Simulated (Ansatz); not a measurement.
Input of an Ansatz 0.2.0 run:

The input input.yaml:

```yaml
crystal:
  lattice:
    - [0.0, 2.1554, 2.1554]
    - [2.1554, 0.0, 2.1554]
    - [2.1554, 2.1554, 0.0]
  atoms:
    - { symbol: Fe, position: [0.0, 0.0, 0.0], spin: 3.0 }
    - { symbol: O, position: [0.5, 0.5, 0.5] }
kpoints:
  mp_grid: { grid: [8, 8, 8] }
scf:
  occupations: { method: fermi_dirac, width: 0.05 }
hamiltonian:
  xc: pbe
  pseudopotentials: { kind: all_electron, lapw: { basis_error: 0.001 } }
magnetization:
  spin_polarized: true
output:
  forces: true
  stress: true
relax:
  f_tol: 0.02
  max_steps: 60
  cell: {}
```

Potentials or basis: all-electron LAPW, scalar-relativistic.

Command:

```bash
$ ansatz run input.yaml --threads 2 --pin off --max-ram 6144MiB --backend cpu --events-out ev --progress --plain --runs-dir out
```

Estimate the net moment.

4.00 μB per cell.

Estimate the relaxed volume.

10.00 Å³/atom.

Estimate the relaxed cell.

a = 3.047 Å, b = 3.047 Å, c = 3.047 Å, α = 60.00°, β = 60.00°, γ = 60.00°.

Estimate the space group after relaxing (to 0.05 Å).

Fm-3m (No. 225).

Final structure:
```
CELL_PARAMETERS angstrom
0.00000 2.15455 2.15455
2.15455 0.00000 2.15455
2.15455 2.15455 0.00000
ATOMIC_POSITIONS crystal
Fe 0.00000 0.00000 0.00000
O 0.50000 0.50000 0.50000
```

Caveat: a cell with one magnetic atom can't hold antiferromagnetic order, which such compounds often take.
